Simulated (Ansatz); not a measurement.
B, diamond: geometry optimisation

Level of theory: DFT, revPBE, plane waves (420 eV) with PAW, scalar-relativistic (Ansatz). (PAW data from PBE, frozen cores regenerated.)

k-point mesh 13×13×13, Fermi-Dirac smearing 0.1 eV, no spin polarisation. Cell and atoms relax.

Starting structure:

```
B
1.0
     0.00000    2.06831    2.06831
     2.06831    0.00000    2.06831
     2.06831    2.06831    0.00000
B
2
Cartesian
  0.5171 0.5171 0.5171
  3.6195 3.6195 3.6195
```

The pressure at the start is -7.5 GPa. By how much does the volume change?

From 8.85 to 8.44 Å³ per atom, -4.6 %. The final cell has a = 4.072 Å.

How much energy does the relaxation gain?

9.9 meV per atom.
